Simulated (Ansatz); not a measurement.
KCl under changes of volume

One of the cells (28.294 Å³/atom); the others are scaled copies at fixed shape and fractional positions:

```
K Cl
1.0
     3.83920    0.00000    0.00000
     0.00000    3.83920    0.00000
     0.00000    0.00000    3.83920
K Cl
1 1
Direct
  0.00000 0.00000 0.00000
  0.50000 0.50000 0.50000
```

Measurements of this composition are mostly on another form, of space group No. 225.

```yaml
Program: Ansatz 0.2.0
Functional: PBE
Potentials_or_basis: Ansatz PAW
Cutoff: "420 eV (not typed: the program's choice for these potentials)"
k_mesh: 7 × 7 × 7
Occupations: fermi-dirac, width 0.05 eV
Spin: no spin polarisation
```

```csv
volume (Å³/atom),energy over the lowest point (meV/atom),pressure (GPa),gap on the mesh (eV)
26.596,6.04,1.3,5.09
27.162,2.44,0.8,5.00
27.728,0.49,0.3,4.91
28.294,0.00,-0.1,4.82
28.860,?,?,?
29.426,2.79,-0.7,4.66
29.991,5.81,-1.0,4.58
```

Problem. What does the run at 28.860 Å³/atom give?

Solution. Energy over the lowest point 0.82 meV/atom; pressure -0.4 GPa; gap on the mesh 4.74 eV.

Worked out: A Birch-Murnaghan fit of order 3 (a polynomial in V^(-2/3)) to the other rows has its minimum at 28.21 Å³/atom with B0 = V·E''(V) = 18.7 GPa and B' = 4.7. It gives 0.81 meV/atom at 28.860 Å³/atom, against the run's 0.82, and -dE/dV = -0.4 GPa, against -0.4. A straight line through the other rows of the gap, of slope -4.24 eV per unit of ln V, gives 4.74 eV, against the run's 4.74.

Energies are extrapolated to zero smearing.

Caveats: odd divisions of the mesh miss points on the zone boundary, where band edges often lie, so the gap on the mesh can be too wide.

A mesh can miss the band edges.
